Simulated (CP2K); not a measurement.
# W (Fm-3m) in CP2K: convergence with rel cutoff ry

Aim: find how far rel cutoff ry must go before the results for W settle, at LDA. This setting moves, with any that are tied to it; all else stays.

Everything below comes from runs of CP2K 2026.2. Logs are shortened: lines on timing, memory, paths and dates and some standing lists are left out, and cuts for length are marked.

### 1 The crystal as given

The structure is cubic, space group Fm-3m (No. 225). Conventional cell: a = 4.060 Å, b = 4.060 Å, c = 4.060 Å, α = 90.00°, β = 90.00°, γ = 90.00°. W (site symmetry m-3m) has 12 W at 2.87 Å as nearest neighbours.

This isn't the form of W at room conditions, which is bcc.

### 2 With rel cutoff ry 20

w_converge.inp

```
&GLOBAL
  PROJECT w_converge
  RUN_TYPE ENERGY_FORCE
  PRINT_LEVEL LOW
&END GLOBAL
&FORCE_EVAL
  METHOD QS
  STRESS_TENSOR ANALYTICAL
  &DFT
    BASIS_SET_FILE_NAME BASIS_MOLOPT
    POTENTIAL_FILE_NAME GTH_POTENTIALS
    &MGRID
      CUTOFF 450
      REL_CUTOFF 20
      NGRIDS 5
    &END MGRID
    &QS
      METHOD GPW
      EPS_DEFAULT 1.0E-9
    &END QS
    &KPOINTS
      SCHEME MONKHORST-PACK 9 9 9
      GAMMA_CENTERED T
      SYMMETRY T
      SYMMETRY_BACKEND SPGLIB
    &END KPOINTS
    &SCF
      SCF_GUESS ATOMIC
      EPS_SCF 1.0E-6
      MAX_SCF 100
      ADDED_MOS 11
      CHOLESKY OFF
      EPS_EIGVAL 1.0E-7
      &DIAGONALIZATION ON
        ALGORITHM STANDARD
      &END DIAGONALIZATION
      &MIXING ON
        METHOD BROYDEN_MIXING
        ALPHA 0.4
        BETA 1.5
        NBUFFER 8
      &END MIXING
      &SMEAR ON
        METHOD FERMI_DIRAC
        ELECTRONIC_TEMPERATURE [K] 1160.452
      &END SMEAR
    &END SCF
    &XC
      &XC_FUNCTIONAL
        &LDA_X
        &END LDA_X
        &LDA_C_PW
        &END LDA_C_PW
      &END XC_FUNCTIONAL
    &END XC
    &PRINT
      &KPOINTS ON
      &END KPOINTS
      &MULLIKEN ON
      &END MULLIKEN
      &MO ON
        ENERGIES T
        OCCUPATION_NUMBERS T
        &EACH
          QS_SCF 0
        &END EACH
        ADD_LAST NUMERIC
      &END MO
    &END PRINT
  &END DFT
  &SUBSYS
    &CELL
      A 2.8708535316 0.0000000000 0.0000000000
      B 1.4354267658 2.4862320889 0.0000000000
      C 1.4354267658 0.8287440296 2.3440420929
      PERIODIC XYZ
    &END CELL
    &COORD
      W   0.0000000000 0.0000000000 0.0000000000
    &END COORD
    &KIND W
      BASIS_SET DZVP-MOLOPT-SR-GTH-q14
      POTENTIAL GTH-PADE-q14
    &END KIND
    &PRINT
      &ATOMIC_COORDINATES ON
      &END ATOMIC_COORDINATES
      &CELL ON
      &END CELL
    &END PRINT
  &END SUBSYS
  &PRINT
    &FORCES ON
    &END FORCES
    &STRESS_TENSOR ON
    &END STRESS_TENSOR
  &END PRINT
&END FORCE_EVAL
```

Potentials or basis: GTH_POTENTIALS W GTH-PADE-q14; DZVP-MOLOPT-SR-GTH basis.

On the command line:

```
$ OMP_NUM_THREADS=1 cp2k.psmp -i w_converge.inp -o w_converge.out
```

w_converge.out:

```text

 CP2K| version string:                                       CP2K version 2026.2
 CP2K| Input file name                                            w_converge.inp

 GLOBAL| Force Environment number                                              1
 GLOBAL| Basis set file name                                        BASIS_MOLOPT
 GLOBAL| Potential file name                                      GTH_POTENTIALS
 GLOBAL| MM Potential file name                                     MM_POTENTIAL
 GLOBAL| Coordinate file name                                      __STD_INPUT__
 GLOBAL| Method name                                                        CP2K
 GLOBAL| Project name                                                 w_converge
 GLOBAL| Run type                                                   ENERGY_FORCE
 GLOBAL| FFT library                                                       FFTW3
[... 6 lines left out ...]
 GLOBAL| Total number of message passing processes                             1
 GLOBAL| Number of threads for this process                                    1
 GLOBAL| CPU model name                          Intel(R) Xeon(R) Platinum 8488C

 CELL| Volume [angstrom^3]:                                            16.730854
 CELL| Vector a [angstrom]:       2.871     0.000     0.000   |a| =     2.870854
 CELL| Vector b [angstrom]:       1.435     2.486     0.000   |b| =     2.870854
 CELL| Vector c [angstrom]:       1.435     0.829     2.344   |c| =     2.870854
 CELL| Angle (b,c), alpha [degree]:                                    60.000000
 CELL| Angle (a,c), beta  [degree]:                                    60.000000
 CELL| Angle (a,b), gamma [degree]:                                    60.000000
 CELL| Numerically orthorhombic:                                              NO
 CELL| Periodicity                                                           XYZ

 CELL_REF| Volume [angstrom^3]:                                        16.730854
 CELL_REF| Vector a [angstrom     2.871     0.000     0.000   |a| =     2.870854
 CELL_REF| Vector b [angstrom     1.435     2.486     0.000   |b| =     2.870854
 CELL_REF| Vector c [angstrom     1.435     0.829     2.344   |c| =     2.870854
 CELL_REF| Angle (b,c), alpha [degree]:                                60.000000
 CELL_REF| Angle (a,c), beta  [degree]:                                60.000000
 CELL_REF| Angle (a,b), gamma [degree]:                                60.000000
 CELL_REF| Numerically orthorhombic:                                          NO
 CELL_REF| Periodicity                                                       XYZ
[... 9 lines left out ...]
 TOTAL NUMBERS AND MAXIMUM NUMBERS

  Total number of            - Atomic kinds:                                   1
                             - Atoms:                                          1
                             - Shell sets:                                     1
                             - Shells:                                         8
                             - Primitive Cartesian functions:                  6
                             - Cartesian basis functions:                     31
                             - Spherical basis functions:                     26

  Maximum angular momentum of- Orbital basis functions:                        3
                             - Local part of the GTH pseudopotential:          2
                             - Non-local part of the GTH pseudopotential:      4

 MODULE QUICKSTEP: ATOMIC COORDINATES IN ANGSTROM

   Atom Kind Element         X             Y             Z       Z(eff)     Mass
      1    1 W    74      0.000000      0.000000      0.000000  14.0000 183.8400

 SCF PARAMETERS         Density guess:                                    ATOMIC
[... 9 lines left out ...]
                        --------------------------------------------------------
                        level_shift [a.u.]:                             0.000000
                        added MOs                                        11    0
                        --------------------------------------------------------
                        Mixing method:                            BROYDEN_MIXING
[... 17 lines left out ...]
 BRILLOUIN| Symmetry backend                                             SPGLIB
 BRILLOUIN| Symmetry reduction method                                    SPGLIB
 BRILLOUIN| Wavefunction type                                            COMPLEX
 BRILLOUIN| List of Kpoints [2 Pi/Bohr]                                       35
 BRILLOUIN| Number           Weight            X              Y              Z
 BRILLOUIN|     1           0.01097       -0.44444       -0.44444       -0.44444
 BRILLOUIN|     2           0.03292       -0.44444       -0.44444       -0.33333
 BRILLOUIN|     3           0.03292       -0.44444       -0.44444       -0.22222
 BRILLOUIN|     4           0.03292       -0.44444       -0.44444       -0.11111
 BRILLOUIN|     5           0.00823       -0.44444       -0.44444        0.00000
 BRILLOUIN|     6           0.01646       -0.44444       -0.44444        0.11111
[... 27 lines left out ...]
 BRILLOUIN|    34           0.00823       -0.11111       -0.11111        0.00000
 BRILLOUIN|    35           0.00137        0.00000        0.00000        0.00000
 *******************************************************************************

 Extrapolation method: initial_guess

 Number of electrons:                                                         14
 Number of occupied orbitals:                                                  7
 Number of molecular orbitals:                                                18

 Number of orbital functions:                                                 26
 Number of independent orbital functions:                                     26

 SCF WAVEFUNCTION OPTIMIZATION

  Step     Update method      Time    Convergence         Total energy    Change
  ------------------------------------------------------------------------------
     1 NoMix/Diag. 0.40E+00    2.1     5.11644828       -68.6415969281 -6.86E+01
     2 Broy./Diag. 0.40E+00    2.0     0.11286415       -68.2884006297  3.53E-01
     3 Broy./Diag. 0.40E+00    2.0     0.24578804       -68.4114988505 -1.23E-01
     4 Broy./Diag. 0.40E+00    1.9     0.00881919       -68.3344195456  7.71E-02
     5 Broy./Diag. 0.40E+00    1.9     0.00549909       -68.3133114554  2.11E-02
     6 Broy./Diag. 0.40E+00    1.9     0.00042765       -68.3077116643  5.60E-03
     7 Broy./Diag. 0.40E+00    1.9     0.00019136       -68.3078914651 -1.80E-04
     8 Broy./Diag. 0.40E+00    2.0     0.00003395       -68.3080230912 -1.32E-04
     9 Broy./Diag. 0.40E+00    1.9     0.00001166       -68.3080511254 -2.80E-05
    10 Broy./Diag. 0.40E+00    1.9     0.00000052       -68.3080553296 -4.20E-06

  *** SCF run converged in    10 steps ***

  Electronic density on regular grids:        -14.0000000038       -0.0000000038
  Core density on regular grids:               13.9999999874       -0.0000000126
  Total charge density on r-space grids:       -0.0000000164
  Total charge density g-space grids:          -0.0000000164

  Overlap energy of the core charge distribution:               0.00000000026277
  Self energy of the core charge distribution:               -102.38996145866689
  Core Hamiltonian energy:                                     22.70488560803177
  Hartree energy:                                              19.01072753751907
  Exchange-correlation energy:                                 -7.63226232662601
  Electronic entropic energy:                                  -0.00144469081766
  Fermi energy:                                                 0.54683865478112

  Total energy:                                               -68.30805532960088
  Total energy (extrapolated to T->0):                        -68.30733298419204

 MO| EIGENVALUES AND OCCUPATION NUMBERS FOR K POINT 1
 MO|
 MO|  Index      Eigenvalue [a.u.]        Eigenvalue [eV]             Occupation
 MO|      1              -2.211799             -60.186118               2.000000
 MO|      2              -0.835568             -22.736969               2.000000
 MO|      3              -0.797939             -21.713033               2.000000
 MO|      4              -0.797939             -21.713029               2.000000
 MO|      5               0.326271               8.878281               2.000000
 MO|      6               0.518268              14.102782               1.999160
[... 322 lines left out ...]
 MO|     17               1.870140              50.889104               0.000000
 MO|     18               1.993133              54.235908               0.000000
 MO| Sum:                                                              13.960257
 MO| E(Fermi):            0.546839 a.u.         14.880237 eV

 [... the levels of further k-points ...]

 !-----------------------------------------------------------------------------!
                     Mulliken Population Analysis

 #  Atom  Element  Kind  Atomic population                           Net charge
       1     W        1         14.000000                             -0.000000
 # Total charge                             14.000000                 -0.000000

 !-----------------------------------------------------------------------------!

 ENERGY| Total FORCE_EVAL ( QS ) energy [hartree]            -68.308055439568903

 FORCES| Atomic forces [hartree/bohr]
 FORCES|   Atom     x               y               z               |f|
 FORCES|      1  3.37570565E-14  1.81192867E-14  1.77807151E-14   4.22374389E-14
 FORCES| Sum     3.37570565E-14  1.81192867E-14  1.77807151E-14
 FORCES| Total atomic force                                       4.22374389E-14

 STRESS| Analytical stress tensor [bar]
 STRESS|                        x                   y                   z
 STRESS|      x       -4.29545807020E+05  -8.11763966742E+02  -5.74063411775E+02
 STRESS|      y       -8.11763966742E+02  -4.28612291815E+05  -3.30205566228E+02
 STRESS|      z       -5.74063411775E+02  -3.30205566228E+02  -4.28378703015E+05
 STRESS| 1/3 Trace                                            -4.28845600617E+05
 STRESS| Determinant                                          -7.88677386978E+16

 STRESS| Eigenvectors and eigenvalues of the analytical stress tensor [bar]
 STRESS|                        1                   2                   3
 STRESS| Eigenvalues  -4.30249832240E+05  -4.28145246388E+05  -4.28141723222E+05
 STRESS|      x           0.816112288674      0.010807236035     -0.577792294796
 STRESS|      y           0.471844393369     -0.589719436486      0.655434096364
 STRESS|      z           0.333651915508      0.807535875290      0.486376612717
```

Wall time 27 s (1 thread of Intel Xeon Platinum 8488C (Sapphire Rapids), shared host); peak memory 0.27 GiB.

Results:

| Item | Value |
| --- | --- |
| Free energy | -1858.7567 eV |
| Pressure | -42.9 GPa |
| Band gap on the k mesh | none (metal or under the smearing width) |

### 3 With rel cutoff ry 30

w_converge.inp, as its differences from that of step 2:

```diff
@@ -13,3 +13,3 @@
       CUTOFF 450
-      REL_CUTOFF 20
+      REL_CUTOFF 30
       NGRIDS 5
```

Potentials or basis: GTH_POTENTIALS W GTH-PADE-q14; DZVP-MOLOPT-SR-GTH basis.

On the command line:

```
$ OMP_NUM_THREADS=1 cp2k.psmp -i w_converge.inp -o w_converge.out
```

Wall time 29 s (1 thread of Intel Xeon Platinum 8488C (Sapphire Rapids), shared host); peak memory 0.27 GiB.

What came out:

* Free energy: -1858.7596 eV
* Pressure: -42.7 GPa
* Band gap on the k mesh: none (metal or under the smearing width)

### 4 With rel cutoff ry 40

w_converge.inp, as its differences from that of step 3:

```diff
@@ -13,3 +13,3 @@
       CUTOFF 450
-      REL_CUTOFF 30
+      REL_CUTOFF 40
       NGRIDS 5
```

On the command line:

```
$ OMP_NUM_THREADS=1 cp2k.psmp -i w_converge.inp -o w_converge.out
```

It took 32 s on 1 thread of Intel Xeon Platinum 8488C (Sapphire Rapids), shared host; peak memory 0.27 GiB.

What came out:

* Free energy: -1858.7597 eV
* Pressure: -42.7 GPa
* Band gap on the k mesh: none (metal or under the smearing width)

### 5 With rel cutoff ry 50

w_converge.inp, as its differences from that of step 4:

```diff
@@ -13,3 +13,3 @@
       CUTOFF 450
-      REL_CUTOFF 40
+      REL_CUTOFF 50
       NGRIDS 5
```

On the command line:

```
$ OMP_NUM_THREADS=1 cp2k.psmp -i w_converge.inp -o w_converge.out
```

It took 36 s on 1 thread of Intel Xeon Platinum 8488C (Sapphire Rapids), shared host; peak memory 0.27 GiB.

Results:

```
Free energy            : -1858.7597 eV
Pressure               : -42.7 GPa
Band gap on the k mesh : none (metal or under the smearing width)
```

### 6 With rel cutoff ry 60

w_converge.inp, as its differences from that of step 5:

```diff
@@ -13,3 +13,3 @@
       CUTOFF 450
-      REL_CUTOFF 50
+      REL_CUTOFF 60
       NGRIDS 5
```

Potentials or basis: GTH_POTENTIALS W GTH-PADE-q14; DZVP-MOLOPT-SR-GTH basis.

On the command line:

```
$ OMP_NUM_THREADS=1 cp2k.psmp -i w_converge.inp -o w_converge.out
```

Run time: 44 s. Hardware: 1 thread of Intel Xeon Platinum 8488C (Sapphire Rapids), shared host; peak memory 0.27 GiB.

The run converged. Its results:

| Item | Value |
| --- | --- |
| Free energy | -1858.7597 eV |
| Pressure | -42.7 GPa |
| Band gap on the k mesh | none (metal or under the smearing width) |

### 7 With rel cutoff ry 80

w_converge.inp, as its differences from that of step 6:

```diff
@@ -13,3 +13,3 @@
       CUTOFF 450
-      REL_CUTOFF 60
+      REL_CUTOFF 80
       NGRIDS 5
```

On the command line:

```
$ OMP_NUM_THREADS=1 cp2k.psmp -i w_converge.inp -o w_converge.out
```

Run time: 46 s. Hardware: 1 thread of Intel Xeon Platinum 8488C (Sapphire Rapids), shared host; peak memory 0.27 GiB.

Results (log left out):

* Free energy: -1858.7597 eV
* Pressure: -42.7 GPa
* Band gap on the k mesh: none (metal or under the smearing width)

### 8 With rel cutoff ry 100

w_converge.inp, as its differences from that of step 7:

```diff
@@ -13,3 +13,3 @@
       CUTOFF 450
-      REL_CUTOFF 80
+      REL_CUTOFF 100
       NGRIDS 5
```

On the command line:

```
$ OMP_NUM_THREADS=1 cp2k.psmp -i w_converge.inp -o w_converge.out
```

It took 50 s on 1 thread of Intel Xeon Platinum 8488C (Sapphire Rapids), shared host; peak memory 0.27 GiB.

Results (log left out):

```
Free energy            : -1858.7597 eV
Pressure               : -42.7 GPa
Band gap on the k mesh : none (metal or under the smearing width)
```

### 9 Summary

| rel cutoff ry | energy less the tightest run, at zero smearing (meV/atom) | pressure (GPa) | SCF cycles | CPU time (s) | peak memory (GiB) |
| --- | --- | --- | --- | --- | --- |
| 20 | 2.96 | -42.88 | 10 | 27 | 0.27 |
| 30 | 0.05 | -42.73 | 10 | 29 | 0.27 |
| 40 | 0.00 | -42.72 | 10 | 32 | 0.27 |
| 50 | 0.00 | -42.72 | 10 | 36 | 0.27 |
| 60 | 0.00 | -42.72 | 10 | 44 | 0.27 |
| 80 | 0.00 | -42.72 | 10 | 45 | 0.27 |
| 100 | 0.00 | -42.72 | 10 | 50 | 0.27 |

Against the tightest run, the energy stays within 1 meV/atom from 30 on; the pressure stays within 0.1 GPa from 30 on. The tightest run that finished is the yardstick and may itself not be fully converged.

Caveats: a pressure of tens of GPa on the cell as given is suspect, and the run, the potentials or the cell itself is likely at fault; the basis of atomic orbitals isn't converged, which shifts pressures, moduli and gaps.
